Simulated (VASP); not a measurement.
# RbBr (Pm-3m) in VASP: further runs

One crystal, RbBr, is run at these levels: r2SCAN; tasks: single point.

Everything below comes from runs of VASP 6.6.1. Logs are shortened: lines on timing, memory, paths and dates and some standing lists are left out, and cuts for length are marked.

### Step 1. The crystal as given

Symmetry: Pm-3m, No. 221, cubic system. The conventional cell has a = 4.126 Å, b = 4.126 Å, c = 4.126 Å, α = 90.00°, β = 90.00°, γ = 90.00°. Rb (site symmetry m-3m) has 8 Br at 3.57 Å as nearest neighbours. Br (site symmetry m-3m) is surrounded by 8 Rb at 3.57 Å.

The cell comes from a database or a generator and needn't be the stable form of this composition.

### Step 2. Single point, r2SCAN

File INCAR:

```
PREC     = Low            # precision mode
ENCUT    = 500            # plane-wave cutoff, eV
EDIFF    = 1E-6           # SCF threshold, eV
ISMEAR   = 0              # smearing method
SIGMA    = 0.05           # smearing width, eV
LREAL    = F              # projectors in reciprocal space
LASPH    = T              # aspherical terms in the spheres
NELM     = 100            # most SCF steps
ALGO     = Normal         # electronic algorithm
ISIF     = 2              # what is computed and relaxed
LWAVE    = F              # write WAVECAR
LCHARG   = F              # write CHGCAR
METAGGA  = R2SCAN         # meta-GGA
LMIXTAU  = T            
ADDGRID  = F
```

File KPOINTS:

```
Automatic mesh
0
Gamma
  8 8 8
```

File POSCAR:

```
RbBr
1.0
    4.1260773000      0.0000000000      0.0000000000
    0.0000000000      4.1260773000      0.0000000000
    0.0000000000      0.0000000000      4.1260773000
Rb Br
1 1
Direct
    0.0000000000      0.0000000000      0.0000000000
    0.5000000000      0.5000000000      0.5000000000
```

Potentials or basis: VASP PAW PBE potentials, release 64 (Rb_sv, Br).

On the command line:

```sh
$ cat potpaw_PBE.64/Rb_sv/POTCAR potpaw_PBE.64/Br/POTCAR > POTCAR
$ mpirun -np 1 vasp_std > vasp.out
```

OUTCAR:

```text
PREC = Low
   ENCUT = 500
   EDIFF = 1E-6
   ISMEAR = 0
   LREAL = F
   LASPH = T
   NELM = 100
   ISIF = 2
   METAGGA = R2SCAN

 Found     35 irreducible k-points:

 Following reciprocal coordinates:
            Coordinates               Weight
  0.000000  0.000000  0.000000      1.000000
  0.125000  0.000000  0.000000      6.000000
  0.250000  0.000000  0.000000      6.000000
  0.375000  0.000000  0.000000      6.000000
  0.500000  0.000000  0.000000      3.000000
  0.125000  0.125000  0.000000     12.000000
   k-points           NKPTS =     35   k-points in BZ     NKDIM =     35   number of bands    NBANDS=     12
   number of dos      NEDOS =    301   number of ions     NIONS =      2
   total plane-waves  NPLWV =  13824
   dimension x,y,z NGX =    24 NGY =   24 NGZ =   24
   dimension x,y,z NGXF=    24 NGYF=   24 NGZF=   24
   ions per type =               1   1
   NGX,Y,Z   is equivalent  to a cutoff of   9.67,  9.67,  9.67 a.u.
   NGXF,Y,Z  is equivalent  to a cutoff of   9.67,  9.67,  9.67 a.u.
 SYSTEM =  unknown system
   PREC   = low       normal or accurate (medium, high low for compatibility)
   ISTART =      0    job   : 0-new  1-cont  2-samecut
   ICHARG =      2    charge: 1-file 2-atom 10-const
   ISPIN  =      1    spin polarized calculation?
   LNONCOLLINEAR =      F non collinear calculations
   LSORBIT =      F    spin-orbit coupling
   LASPH  =      T    aspherical Exc in radial PAW
   ENCUT  =  500.0 eV  36.75 Ry    6.06 a.u.   7.52  7.52  7.52*2*pi/ulx,y,z
   NELM   =    100;   NELMIN=  2; NELMDL= -5     # of ELM steps
   EDIFF  = 0.1E-05   stopping-criterion for ELM
   LREAL  =      F    real-space projection
   EDIFFG = 0.1E-04   stopping-criterion for IOM
   NSW    =      0    number of steps for IOM
   IBRION =     -1    ionic relax: 0-MD 1-quasi-New 2-CG
   NFREE  =      0    steps in history (QN), initial steepest desc. (CG)
   ISIF   =      2    stress and relaxation
   ISYM   =      2    0-nonsym 1-usesym 2-fastsym
   POTIM  = 0.5000    time-step for ionic-motion
   TEBEG  =    0.0;   TEEND  =   0.0 temperature during run
   PSTRESS=    0.0 pullay stress
   NELECT =      16.0000    total number of electrons
   NUPDOWN=      -1.0000    fix difference up-down
   EMIN   =  10.00;   EMAX   =-10.00  energy-range for DOS
   EFERMI =   0.00;   METHOD = LEGACY
   ISMEAR =     0;   SIGMA  =   0.05  broadening in eV -4-tet -1-fermi 0-gaus
   EFERMI_NEDOS =   21; number of points for ismear=-14 and -15
   IALGO  =     38    algorithm
   IMIX   =      4    mixing-type and parameters
     AMIX     =   0.40;   BMIX     =  1.00
     AMIX_MAG =   1.60;   BMIX_MAG =  1.00
  volume/ion in A,a.u.               =      35.12       237.02
  Fermi-wavevector in a.u.,A,eV,Ry     =   0.999795  1.889338 13.600238  0.999589
  Thomas-Fermi vector in A             =   2.132108
   LORBIT       =      0    0 simple, 1 ext, 2 COOP (PROOUT), +10 PAW based schemes
   METAGGA = R2SCAN    functional components
   LHFCALC =     F    Hartree Fock is set to
   AEXX    =    0.0000 exact exchange contribution
   IVDW    =     0    specifies the selected vdW correction
   LEPSILON=     F    determine dielectric tensor
   LRPA    =     F    only Hartree local field effects (RPA)
 non-spin polarized calculation
 Gauss-broadening in eV      SIGMA  =   0.05
  energy-cutoff  :      500.00
  volume of cell :       70.24
 maximum number of plane-waves:      1806
   NGX = 15   NGY = 15   NGZ = 15

 number of electron      16.0000050 magnetization

 Free energy of the ion-electron system (eV)
  ---------------------------------------------------
  ext. energy  EPLUGINS =         0.00000000
  ---------------------------------------------------
  free energy    TOTEN  =       -31.10769233 eV

  energy without entropy =      -31.10769233  energy(sigma->0) =      -31.10769233

 E-fermi :  -0.8301     XC(G=0):  -8.3277

 val. band max:       -1.0497530726   @ k =   0.5000   0.5000   0.0000
 cond. band min:       3.7786437549   @ k =   0.0000   0.0000   0.0000
 fundamental gap:      4.8283968275
 Fermi energy:        -0.8301224207

 k-point     1 :       0.0000    0.0000    0.0000
  band No.  band energies     occupation
      1     -26.9371      2.00000
      2     -14.1121      2.00000
      3     -10.3744      2.00000
      4     -10.3744      2.00000
      5     -10.3744      2.00000
      6      -1.2038      2.00000
      7      -1.2038      2.00000
      8      -1.2038      2.00000
      9       3.7786      0.00000
     10       5.0651      0.00000
     11       5.0651      0.00000
     12       9.6721      0.00000

 k-point     2 :       0.1250    0.0000    0.0000
  band No.  band energies     occupation
      1     -26.9340      2.00000
      2     -14.1105      2.00000
      3     -10.3952      2.00000
      4     -10.3675      2.00000
      5     -10.3675      2.00000
      6      -1.4976      2.00000
      7      -1.2135      2.00000
      8      -1.2135      2.00000
      9       4.1620      0.00000
     10       5.1868      0.00000
     11       5.4222      0.00000
     12       9.5847      0.00000

 k-point     3 :       0.2500    0.0000    0.0000
  band No.  band energies     occupation
      1     -26.9266      2.00000
      2     -14.1074      2.00000
      3     -10.4414      2.00000
      4     -10.3508      2.00000
      5     -10.3508      2.00000
      6      -2.0861      2.00000
      7      -1.2375      2.00000
      8      -1.2375      2.00000
      9       5.0500      0.00000
     10       5.5396      0.00000
     11       6.3173      0.00000
     12       9.4648      0.00000

 k-point     4 :       0.3750    0.0000    0.0000
  band No.  band energies     occupation
      1     -26.9192      2.00000
      2     -14.1057      2.00000
      3     -10.4819      2.00000
      4     -10.3340      2.00000
      5     -10.3340      2.00000
      6      -2.5722      2.00000
      7      -1.2627      2.00000
      8      -1.2627      2.00000
      9       6.0579      0.00000
     10       6.0936      0.00000
     11       7.1627      0.00000
     12       8.8942      0.00000

 k-point     5 :       0.5000    0.0000    0.0000
  band No.  band energies     occupation
      1     -26.9162      2.00000
      2     -14.1055      2.00000
      3     -10.4970      2.00000
      4     -10.3270      2.00000
      5     -10.3270      2.00000
      6      -2.7539      2.00000
      7      -1.2735      2.00000
      8      -1.2735      2.00000
      9       6.4060      0.00000
     10       6.7551      0.00000
     11       7.3173      0.00000
     12       8.3043      0.00000

 k-point     6 :       0.1250    0.1250    0.0000
  band No.  band energies     occupation
      1     -26.9310      2.00000
      2     -14.1053      2.00000
      3     -10.4203      2.00000
      4     -10.3655      2.00000
      5     -10.3610      2.00000
      6      -1.5819      2.00000
      7      -1.3821      2.00000
      8      -1.2172      2.00000
      9       4.4897      0.00000
     10       5.4098      0.00000
     11       5.6504      0.00000
     12       9.2366      0.00000

 [... further k-points ...]

------------------------ aborting loop because EDIFF is reached ----------------------------------------

  FORCE on cell =-STRESS in cart. coord.  units (eV):
  Direction    XX          YY          ZZ          XY          YZ          ZX
  --------------------------------------------------------------------------------------
  -------------------------------------------------------------------------------------
  Total        0.0302906      0.0302906      0.0302906      0.0000000     -0.0000000      0.0000000
  in kB        0.6908868      0.6908868      0.6908868      0.0000000     -0.0000000      0.0000000
  external PRESSURE =       0.6908868 kB  Pullay stress =       0.0000000 kB

 VOLUME and BASIS-vectors are now :
 -----------------------------------------------------------------------------
  energy-cutoff  :      500.00
  volume of cell :       70.24
      direct lattice vectors                 reciprocal lattice vectors
     4.126077300  0.000000000  0.000000000     0.242360947  0.000000000  0.000000000
     0.000000000  4.126077300  0.000000000     0.000000000  0.242360947  0.000000000
     0.000000000  0.000000000  4.126077300     0.000000000  0.000000000  0.242360947

 POSITION                                       TOTAL-FORCE (eV/Angst)
 -----------------------------------------------------------------------------------
      0.00000      0.00000      0.00000         0.000000      0.000000      0.000000
      2.06304      2.06304      2.06304         0.000000      0.000000      0.000000
 -----------------------------------------------------------------------------------
    total drift:                                0.000000      0.000000     -0.000000

  FREE ENERGIE OF THE ION-ELECTRON SYSTEM (eV)
  ---------------------------------------------------
  free  energy   TOTEN  =       -31.1076923299 eV

  energy  without entropy=      -31.1076923299  energy(sigma->0) =      -31.10769233
```

It took 24 s on 1 thread of Intel Xeon 6975P-C (Granite Rapids), shared host; peak memory 0.13 GiB.

The run converged, but some of its settings lie outside the range that counts as converged, so its numbers aren't taken as properties of the crystal.

What came out:

| Property | Result |
| --- | --- |
| Free energy | -31.1077 eV |
| Pressure | 0.1 GPa |
| Band gap on the k mesh | 4.83 eV, indirect (least direct gap 4.98 eV) |

Caveat: the PAW data sets were made with another functional, which shifts forces and pressure a little.

### Step 3. Single point, r2SCAN

Changes to INCAR since step 2:

```diff
@@ -1,2 +1,2 @@
-PREC     = Low            # precision mode
+PREC     = Normal         # precision mode
 ENCUT    = 500            # plane-wave cutoff, eV
```

KPOINTS is that of step 2.

POSCAR is that of step 2.

Potentials or basis: VASP PAW PBE potentials, release 64 (Rb_sv, Br).

On the command line:

```sh
$ cat potpaw_PBE.64/Rb_sv/POTCAR potpaw_PBE.64/Br/POTCAR > POTCAR
$ mpirun -np 1 vasp_std > vasp.out
```

Run time: 23 s. Hardware: 1 thread of Intel Xeon 6975P-C (Granite Rapids), shared host; peak memory 0.16 GiB.

The run converged, but some of its settings lie outside the range that counts as converged, so its numbers aren't taken as properties of the crystal.

What came out:

- Free energy: -31.1104 eV
- Pressure: 0.0 GPa
- Band gap on the k mesh: 4.83 eV, indirect (least direct gap 4.98 eV)

Caveat: the PAW data sets were made with another functional, which shifts forces and pressure a little.

### Step 4. Single point, r2SCAN

Changes to INCAR since step 3:

```diff
@@ -1,2 +1,2 @@
-PREC     = Normal         # precision mode
+PREC     = Accurate       # precision mode
 ENCUT    = 500            # plane-wave cutoff, eV
@@ -5,3 +5,3 @@
 SIGMA    = 0.05           # smearing width, eV
-LREAL    = F              # projectors in reciprocal space
+LREAL    = Auto         
 LASPH    = T              # aspherical terms in the spheres
```

KPOINTS is that of step 3.

POSCAR is that of step 3.

On the command line:

```sh
$ cat potpaw_PBE.64/Rb_sv/POTCAR potpaw_PBE.64/Br/POTCAR > POTCAR
$ mpirun -np 1 vasp_std > vasp.out
```

It took 61 s on 1 thread of Intel Xeon 6975P-C (Granite Rapids), shared host; peak memory 0.17 GiB.

These settings aren't checked as converged: the numbers below hold their error.

What came out:

```
Free energy            : -31.1104 eV
Pressure               : 0.1 GPa
Band gap on the k mesh : 4.83 eV, indirect (least direct gap 4.99 eV)
```

Caveat: the PAW data sets were made with another functional, which shifts forces and pressure a little.

### Step 5. Single point, r2SCAN

Changes to INCAR since step 4:

```diff
@@ -2,6 +2,6 @@
 ENCUT    = 500            # plane-wave cutoff, eV
-EDIFF    = 1E-6           # SCF threshold, eV
+EDIFF    = 1E-4           # SCF threshold, eV
 ISMEAR   = 0              # smearing method
 SIGMA    = 0.05           # smearing width, eV
-LREAL    = Auto         
+LREAL    = F              # projectors in reciprocal space
 LASPH    = T              # aspherical terms in the spheres
```

KPOINTS is that of step 4.

POSCAR is that of step 4.

Potentials or basis: VASP PAW PBE potentials, release 64 (Rb_sv, Br).

On the command line:

```sh
$ cat potpaw_PBE.64/Rb_sv/POTCAR potpaw_PBE.64/Br/POTCAR > POTCAR
$ mpirun -np 1 vasp_std > vasp.out
```

OUTCAR:

```text
PREC = Accurate
   ENCUT = 500
   EDIFF = 1E-4
   ISMEAR = 0
   LREAL = F
   LASPH = T
   NELM = 100
   ISIF = 2
   METAGGA = R2SCAN

 Found     35 irreducible k-points:

 Following reciprocal coordinates:
            Coordinates               Weight
  0.000000  0.000000  0.000000      1.000000
  0.125000  0.000000  0.000000      6.000000
  0.250000  0.000000  0.000000      6.000000
  0.375000  0.000000  0.000000      6.000000
[... 165 lines left out ...]

 [... further k-points ...]

------------------------ aborting loop because EDIFF is reached ----------------------------------------

  FORCE on cell =-STRESS in cart. coord.  units (eV):
  Direction    XX          YY          ZZ          XY          YZ          ZX
  --------------------------------------------------------------------------------------
  -------------------------------------------------------------------------------------
  Total        0.0263255      0.0263255      0.0263255     -0.0000000      0.0000000     -0.0000000
  in kB        0.6004470      0.6004470      0.6004470     -0.0000000      0.0000000     -0.0000000
  external PRESSURE =       0.6004470 kB  Pullay stress =       0.0000000 kB

 VOLUME and BASIS-vectors are now :
 -----------------------------------------------------------------------------
  energy-cutoff  :      500.00
  volume of cell :       70.24
      direct lattice vectors                 reciprocal lattice vectors
     4.126077300  0.000000000  0.000000000     0.242360947  0.000000000  0.000000000
     0.000000000  4.126077300  0.000000000     0.000000000  0.242360947  0.000000000
     0.000000000  0.000000000  4.126077300     0.000000000  0.000000000  0.242360947

 POSITION                                       TOTAL-FORCE (eV/Angst)
 -----------------------------------------------------------------------------------
      0.00000      0.00000      0.00000         0.000000      0.000000      0.000000
      2.06304      2.06304      2.06304         0.000000      0.000000      0.000000
 -----------------------------------------------------------------------------------
    total drift:                                0.000000      0.000000     -0.000000

  FREE ENERGIE OF THE ION-ELECTRON SYSTEM (eV)
  ---------------------------------------------------
  free  energy   TOTEN  =       -31.1103517018 eV

  energy  without entropy=      -31.1103517018  energy(sigma->0) =      -31.11035170
```

It took 42 s on 1 thread of Intel Xeon 6975P-C (Granite Rapids), shared host; peak memory 0.18 GiB.

The run converged, but some of its settings lie outside the range that counts as converged, so its numbers aren't taken as properties of the crystal.

Results:

```
Free energy            : -31.1104 eV
Pressure               : 0.1 GPa
Band gap on the k mesh : 4.83 eV, indirect (least direct gap 4.98 eV)
```

Caveat: the PAW data sets were made with another functional, which shifts forces and pressure a little.

### Step 6. For comparison

An earlier run on the cell as given: functional PBE; potentials or basis VASP PAW PBE potentials, release 64 (Rb_sv, Br); cutoff 520 eV; k mesh 7 × 7 × 7; occupations fermi-dirac, width 0.05 eV; no spin polarisation.

* Pressure: 0.8 GPa
* Band gap on the k mesh: 4.10 eV, indirect (least direct gap 4.23 eV)
